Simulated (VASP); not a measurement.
# SiC: electron-phonon matrix elements along a path, 4 variants

SiC, F-43m (no. 216), 2 atoms in the cell. PBE, electron-phonon matrix elements; PAW potentials Si, C (PBE set).

| Variation | Matrix elements (ELPH_DECOMPOSE) | Coupling from Gamma to X, over all modes (meV) | Coupling from Gamma to L, over all modes (meV) | Coupling from Gamma to K, over all modes (meV) | Coupling from Gamma to W, over all modes (meV) | Degenerate states averaged | Time (s) |
|---|---|---|---|---|---|---|---|
| highest valence state | VDPR | 399 | 442 | 397 | 391 | 3 | 1582 |
| lowest conduction state | VDPR | 770 | 449 | 685 | 572 | 1 | 1583 |
| highest valence state, pseudo matrix elements | VDQ | 420 | 471 | 419 | 412 | 3 | 1582 |
| lowest conduction state, pseudo matrix elements | VDQ | 595 | 404 | 586 | 538 | 1 | 1583 |

Limits: Points of the mesh where the interpolated phonons come out imaginary (near Gamma, with a small supercell) are skipped.

## Input of the first row

INCAR.step1:
```
  PREC = Accurate
  ENCUT = 520
  EDIFF = 1E-8
  LREAL = F
  LASPH = T
  LWAVE = F
  LCHARG = F
  ALGO = Normal
  NELM = 100
  ISMEAR = 0
  SIGMA = 0.01
  EFERMI = MIDGAP
  GGA = PE
  IBRION = 2
  ISIF = 3
  NSW = 60
  EDIFFG = -0.001
```

INCAR.step2, as INCAR.step1 but for:
```
- IBRION = 2
- ISIF = 3
- NSW = 60
- EDIFFG = -0.001
+ LEPSILON = T
```

INCAR.step3:
```
  PREC = Accurate
  ENCUT = 520
  EDIFF = 1E-7
  LREAL = F
  LASPH = T
  LWAVE = F
  LCHARG = F
  ALGO = Normal
  NELM = 100
  ISMEAR = 0
  SIGMA = 0.01
  EFERMI = MIDGAP
  GGA = PE
  IBRION = 6
  NFREE = 2
  POTIM = 0.015
  NSW = 1
  ELPH_POT_GENERATE = T
  ELPH_POT_LATTICE = 0.0000000000 2.1897023080 2.1897023080 2.1897023080 0.0000000000 2.1897023080 2.1897023080 2.1897023080 0.0000000000
  PHON_DIELECTRIC = 7.00741 0.00000 0.00000 0.00000 7.00741 0.00000 0.00000 0.00000 7.00741
  PHON_BORN_CHARGES = 2.68414 0.00000 0.00000 0.00000 2.68414 0.00000 0.00000 0.00000 2.68414 -2.68414 0.00000 0.00000 0.00000 -2.68414 0.00000 0.00000 0.00000 -2.68414
  KPAR = 2
```

INCAR.step4:
```
  PREC = Accurate
  ENCUT = 520
  EDIFF = 1E-8
  LREAL = F
  LASPH = T
  LWAVE = F
  LCHARG = F
  ALGO = Normal
  NELM = 100
  ISMEAR = 0
  SIGMA = 0.01
  EFERMI = MIDGAP
  GGA = PE
  ELPH_RUN = T
  ELPH_DRIVER = MELS
  ELPH_DECOMPOSE = VDPR
  ELPH_SELFEN_IKPT = 1
  ELPH_SELFEN_BAND_START = 1
  ELPH_SELFEN_BAND_STOP = 4
  ELPH_NBANDS = 4
  ELPH_IGNORE_IMAG_PHONONS = T
```

KPOINTS.step1:
```
k-points
0
Gamma
  12 12 12
```

KPOINTS.step2:
```
k-points
0
Gamma
  13 13 13
```

KPOINTS.step3:
```
Automatic mesh
0
Gamma
  2 2 2
  0 0 0
```

KPOINTS.step4:
```
k-points
0
Gamma
  8 8 8
```

KPOINTS_ELPH:
```
path GXWKGLUWLK,UX
11
line-mode
reciprocal
 0.0000000000  0.0000000000  0.0000000000  G
 0.5000000000  0.0000000000  0.5000000000  X

 0.5000000000  0.0000000000  0.5000000000  X
 0.5000000000  0.2500000000  0.7500000000  W

 0.5000000000  0.2500000000  0.7500000000  W
 0.3750000000  0.3750000000  0.7500000000  K

 0.3750000000  0.3750000000  0.7500000000  K
[... 10 lines left out ...]

 0.5000000000  0.2500000000  0.7500000000  W
 0.5000000000  0.5000000000  0.5000000000  L

 0.5000000000  0.5000000000  0.5000000000  L
 0.3750000000  0.3750000000  0.7500000000  K

 0.6250000000  0.2500000000  0.6250000000  U
 0.5000000000  0.0000000000  0.5000000000  X
```

POSCAR.step1:
```
SiC
1.0
    0.0000000000      2.1790000000      2.1790000000
    2.1790000000      0.0000000000      2.1790000000
    2.1790000000      2.1790000000      0.0000000000
Si C
1 1
Direct
    0.0000000000      0.0000000000      0.0000000000
    0.7500000000      0.7500000000      0.7500000000
```

POSCAR.step2:
```
Si C
 1.0000000000000000
     0.0000000000000000    2.1897023080019822    2.1897023080019822
     2.1897023080019822    0.0000000000000000    2.1897023080019822
     2.1897023080019822    2.1897023080019822    0.0000000000000000
 Si  C
   1   1
Direct
  0.0000000000000000  0.0000000000000000 -0.0000000000000000
  0.7500000000000000  0.7500000000000000  0.7500000000000001
```

POSCAR.step3:
```
Si C
 1.0000000000000000
     0.0000000000000000    6.5691069240059470    6.5691069240059470
     6.5691069240059470    0.0000000000000000    6.5691069240059470
     6.5691069240059470    6.5691069240059470    0.0000000000000000
 Si  C
  27  27
Direct
  0.0000000000000000  0.0000000000000000 -0.0000000000000000
  0.0000000000000000  0.0000000000000000  0.3333333333333333
  0.0000000000000000  0.0000000000000000  0.6666666666666666
  0.0000000000000000  0.3333333333333333 -0.0000000000000000
 -0.0000000000000001  0.3333333333333333  0.3333333333333334
  0.0000000000000001  0.3333333333333335  0.6666666666666665
  0.0000000000000000  0.6666666666666666 -0.0000000000000000
 -0.0000000000000001  0.6666666666666667  0.3333333333333334
 -0.0000000000000001  0.6666666666666665  0.6666666666666667
  0.3333333333333333  0.0000000000000000 -0.0000000000000000
  0.3333333333333333 -0.0000000000000001  0.3333333333333334
  0.3333333333333335  0.0000000000000001  0.6666666666666665
  0.3333333333333333  0.3333333333333333 -0.0000000000000000
  0.3333333333333333  0.3333333333333333  0.3333333333333333
  0.3333333333333333  0.3333333333333333  0.6666666666666667
  0.3333333333333333  0.6666666666666666 -0.0000000000000000
  0.3333333333333335  0.6666666666666667  0.3333333333333332
  0.3333333333333334  0.6666666666666666  0.6666666666666666
  0.6666666666666666  0.0000000000000000 -0.0000000000000000
  0.6666666666666667 -0.0000000000000001  0.3333333333333334
  0.6666666666666665 -0.0000000000000001  0.6666666666666667
  0.6666666666666666  0.3333333333333333 -0.0000000000000000
  0.6666666666666667  0.3333333333333335  0.3333333333333332
  0.6666666666666666  0.3333333333333334  0.6666666666666666
  0.6666666666666666  0.6666666666666666 -0.0000000000000000
  0.6666666666666666  0.6666666666666666  0.3333333333333334
  0.6666666666666666  0.6666666666666666  0.6666666666666666
  0.2500000000000000  0.2500000000000000  0.2500000000000000
  0.2500000000000000  0.2500000000000000  0.5833333333333333
  0.2500000000000000  0.2500000000000000  0.9166666666666666
  0.2500000000000000  0.5833333333333333  0.2500000000000000
  0.2499999999999998  0.5833333333333331  0.5833333333333335
  0.2500000000000000  0.5833333333333334  0.9166666666666666
  0.2500000000000002  0.9166666666666667  0.2499999999999999
  0.2499999999999999  0.9166666666666666  0.5833333333333334
  0.2500000000000000  0.9166666666666666  0.9166666666666666
  0.5833333333333333  0.2500000000000000  0.2500000000000000
  0.5833333333333331  0.2499999999999998  0.5833333333333335
  0.5833333333333334  0.2500000000000000  0.9166666666666666
  0.5833333333333334  0.5833333333333334  0.2500000000000000
  0.5833333333333333  0.5833333333333333  0.5833333333333334
  0.5833333333333334  0.5833333333333334  0.9166666666666666
  0.5833333333333333  0.9166666666666666  0.2500000000000000
  0.5833333333333334  0.9166666666666667  0.5833333333333333
  0.5833333333333337  0.9166666666666670  0.9166666666666664
  0.9166666666666666  0.2500000000000001  0.2499999999999999
  0.9166666666666666  0.2499999999999999  0.5833333333333334
  0.9166666666666666  0.2500000000000000  0.9166666666666666
  0.9166666666666666  0.5833333333333333  0.2500000000000000
  0.9166666666666667  0.5833333333333334  0.5833333333333333
  0.9166666666666670  0.5833333333333337  0.9166666666666664
  0.9166666666666666  0.9166666666666666  0.2500000000000000
  0.9166666666666666  0.9166666666666666  0.5833333333333334
  0.9166666666666666  0.9166666666666666  0.9166666666666666
```

Commands (each step's output is kept before the next begins):
```
cat potpaw_PBE.64/Si/POTCAR potpaw_PBE.64/C/POTCAR > POTCAR
cp INCAR.step1 INCAR
cp KPOINTS.step1 KPOINTS
cp POSCAR.step1 POSCAR
mpirun -np 4 vasp_std > vasp.out
cp CONTCAR POSCAR
cp INCAR.step2 INCAR
cp KPOINTS.step2 KPOINTS
cp POSCAR.step2 POSCAR
mpirun -np 4 vasp_std > vasp.out
cp INCAR.step3 INCAR
cp KPOINTS.step3 KPOINTS
cp POSCAR.step3 POSCAR
mpirun -np 4 vasp_std > vasp.out
cp CONTCAR_ELPH POSCAR
cp INCAR.step4 INCAR
cp KPOINTS.step4 KPOINTS
mpirun -np 4 vasp_std > vasp.out
```

Changes of the last row against the first:
```
(step 4)
- ELPH_DECOMPOSE = VDPR
- ELPH_SELFEN_BAND_STOP = 4
- ELPH_NBANDS = 4
+ ELPH_DECOMPOSE = VDQ
+ ELPH_SELFEN_BAND_STOP = 8
+ ELPH_NBANDS = 8
```

VASP 6.6.1 took 1582 s on 4 cores (AMD EPYC 9R45 (Zen 5)), a shared host.
